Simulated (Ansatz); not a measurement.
# Si48C47: the cost of one run

Method: density functional theory in Ansatz 0.2.0, PAW datasets, plane waves.

2 further runs of the same task are left out: 1 for a known fault of the program, 1 set aside as unsound or not needed.

## Step 1: The starting cell

95 atoms (48 Si, 47 C); a = 9.234 Å, b = 10.663 Å, c = 10.076 Å, α = 90.00°, β = 90.00°, γ = 90.00°. All atoms were shaken off their sites by about 0.02 Å along each axis. Defect site 1: (0.500, 0.417, 0.438).

Steps to follow: (2) PBEsol relaxation at the single k point (¼, ¼, ¼), on 1 × NVIDIA GB300 Max-Q with 32 threads of Arm Neoverse-V2; (3) HSE06 relaxation at the single k point (¼, ¼, ¼), on 1 × NVIDIA GB300 Max-Q with 32 threads of Arm Neoverse-V2.

## Step 2: PBEsol relaxation in the fixed cell

in.yaml

```yaml
crystal:
  lattice:
    - [9.234204, 0.000000, 0.000000]
    - [0.000000, 10.662740, 0.000000]
    - [0.000000, 0.000000, 10.075947]
  atoms:
    - { symbol: Si, position: [0.000523, 0.996842, 0.497080] }
    - { symbol: Si, position: [0.332745, 0.002162, 0.499051] }
    - { symbol: Si, position: [0.167270, 0.249876, 0.498430] }
    - { symbol: Si, position: [0.003281, 0.500244, 0.499995] }
    - { symbol: Si, position: [0.661811, 0.998332, 0.498097] }
    - { symbol: Si, position: [0.501990, 0.245700, 0.505570] }
    - { symbol: Si, position: [0.331335, 0.500541, 0.502863] }
    - { symbol: Si, position: [0.165801, 0.749981, 0.497436] }
    - { symbol: Si, position: [0.831746, 0.248030, 0.501335] }
    - { symbol: Si, position: [0.663681, 0.502183, 0.502896] }
    - { symbol: Si, position: [0.497939, 0.751860, 0.501382] }
    - { symbol: Si, position: [0.832280, 0.749068, 0.501601] }
    - { symbol: Si, position: [0.997584, 0.164105, 0.252830] }
    - { symbol: Si, position: [0.333608, 0.165562, 0.250709] }
    - { symbol: Si, position: [0.167619, 0.413938, 0.251189] }
    - { symbol: Si, position: [0.999200, 0.665861, 0.249621] }
    - { symbol: Si, position: [0.668858, 0.168863, 0.250976] }
    - { symbol: Si, position: [0.504025, 0.420038, 0.250374] }
    - { symbol: Si, position: [0.333865, 0.665291, 0.246233] }
    - { symbol: Si, position: [0.165014, 0.919320, 0.248141] }
    - { symbol: Si, position: [0.832818, 0.414696, 0.247376] }
    - { symbol: Si, position: [0.666522, 0.664927, 0.251111] }
    - { symbol: Si, position: [0.497860, 0.918127, 0.248616] }
    - { symbol: Si, position: [0.833404, 0.914350, 0.250207] }
    - { symbol: Si, position: [0.161489, 0.082381, 0.749043] }
    - { symbol: Si, position: [0.997986, 0.335034, 0.748666] }
    - { symbol: Si, position: [0.497083, 0.080917, 0.750455] }
    - { symbol: Si, position: [0.333799, 0.334356, 0.752390] }
    - { symbol: Si, position: [0.165400, 0.580722, 0.749747] }
    - { symbol: Si, position: [0.000218, 0.834712, 0.751798] }
    - { symbol: Si, position: [0.829705, 0.084377, 0.752809] }
    - { symbol: Si, position: [0.661834, 0.334631, 0.749541] }
    - { symbol: Si, position: [0.498654, 0.582870, 0.751958] }
    - { symbol: Si, position: [0.335652, 0.833491, 0.751116] }
    - { symbol: Si, position: [0.835461, 0.584696, 0.752866] }
    - { symbol: Si, position: [0.665545, 0.832953, 0.749935] }
    - { symbol: Si, position: [0.997052, 0.000859, 0.997511] }
    - { symbol: Si, position: [0.338685, 0.996590, 0.998767] }
    - { symbol: Si, position: [0.169693, 0.251165, 0.995737] }
    - { symbol: Si, position: [0.995362, 0.500384, 0.998370] }
    - { symbol: Si, position: [0.670544, 0.999394, 0.001585] }
    - { symbol: Si, position: [0.499403, 0.251294, 0.999714] }
    - { symbol: Si, position: [0.333162, 0.501393, 0.996774] }
    - { symbol: Si, position: [0.165974, 0.748221, 0.995884] }
    - { symbol: Si, position: [0.833287, 0.254111, 0.998294] }
    - { symbol: Si, position: [0.667579, 0.500982, 0.998031] }
    - { symbol: Si, position: [0.502105, 0.751713, 0.996561] }
    - { symbol: Si, position: [0.832950, 0.750170, 0.997220] }
    - { symbol: C, position: [0.000491, 0.000525, 0.188722] }
    - { symbol: C, position: [0.333880, 0.999513, 0.187592] }
    - { symbol: C, position: [0.165214, 0.251311, 0.187023] }
    - { symbol: C, position: [0.994369, 0.498941, 0.189594] }
    - { symbol: C, position: [0.665430, 0.997982, 0.190869] }
    - { symbol: C, position: [0.499693, 0.246504, 0.185853] }
    - { symbol: C, position: [0.329719, 0.498542, 0.187411] }
    - { symbol: C, position: [0.171679, 0.750486, 0.188460] }
    - { symbol: C, position: [0.835191, 0.250472, 0.186826] }
    - { symbol: C, position: [0.669790, 0.500977, 0.186878] }
    - { symbol: C, position: [0.498228, 0.747433, 0.187938] }
    - { symbol: C, position: [0.833637, 0.750734, 0.187728] }
    - { symbol: C, position: [0.999891, 0.001232, 0.682358] }
    - { symbol: C, position: [0.335433, 0.999710, 0.690471] }
    - { symbol: C, position: [0.162628, 0.250106, 0.689433] }
    - { symbol: C, position: [0.004221, 0.498712, 0.682829] }
    - { symbol: C, position: [0.665820, 0.996489, 0.686771] }
    - { symbol: C, position: [0.501726, 0.248257, 0.688932] }
    - { symbol: C, position: [0.330316, 0.498575, 0.688980] }
    - { symbol: C, position: [0.163933, 0.750725, 0.683728] }
    - { symbol: C, position: [0.833554, 0.249449, 0.685608] }
    - { symbol: C, position: [0.667427, 0.500395, 0.689239] }
    - { symbol: C, position: [0.499027, 0.748606, 0.688726] }
    - { symbol: C, position: [0.831269, 0.747143, 0.687843] }
    - { symbol: C, position: [0.999834, 0.167993, 0.439639] }
    - { symbol: C, position: [0.331898, 0.165646, 0.434783] }
    - { symbol: C, position: [0.168335, 0.419042, 0.439046] }
    - { symbol: C, position: [0.998459, 0.666125, 0.437419] }
    - { symbol: C, position: [0.667294, 0.164396, 0.435694] }
    - { symbol: C, position: [0.337843, 0.665433, 0.437837] }
    - { symbol: C, position: [0.162248, 0.920450, 0.436399] }
    - { symbol: C, position: [0.834760, 0.413433, 0.434949] }
    - { symbol: C, position: [0.666342, 0.669384, 0.441278] }
    - { symbol: C, position: [0.499553, 0.918823, 0.437654] }
    - { symbol: C, position: [0.834238, 0.914420, 0.438560] }
    - { symbol: C, position: [0.167486, 0.083393, 0.933808] }
    - { symbol: C, position: [0.001483, 0.335730, 0.933075] }
    - { symbol: C, position: [0.498803, 0.085125, 0.938980] }
    - { symbol: C, position: [0.330787, 0.333859, 0.935517] }
    - { symbol: C, position: [0.168296, 0.585448, 0.938839] }
    - { symbol: C, position: [0.999318, 0.836625, 0.937650] }
    - { symbol: C, position: [0.832223, 0.083556, 0.936802] }
    - { symbol: C, position: [0.666496, 0.334538, 0.937614] }
    - { symbol: C, position: [0.498986, 0.583101, 0.940376] }
    - { symbol: C, position: [0.334948, 0.832401, 0.932799] }
    - { symbol: C, position: [0.828784, 0.584480, 0.938824] }
    - { symbol: C, position: [0.665183, 0.834723, 0.939689] }
  symmetry: { detect: false }
kpoints:
  mp_grid: { grid: [1, 1, 1], shift: [0.25, 0.25, 0.25] }
hamiltonian:
  xc: pbesol
scf:
  occupations: { method: fermi_dirac, width: 0.01 }
relax:
  f_tol: 0.03
  max_steps: 80
  escape_saddle: false
  adjacent_minimum: "off"
output:
  forces: true
  eigenvalues: true
  populations: true
```

On the command line:

```console
$ ansatz run in.yaml --threads 32 --pin off --max-ram 171000MiB --runs-dir r --events-out ev --progress --plain --backend cuda --devices 0,
```

**Question.** How long does this run take on 1 × NVIDIA GB300 Max-Q with 32 threads of Arm Neoverse-V2, shared host, and how much memory does it need?

About 7.5 s, with a peak of 2 GiB on the host.
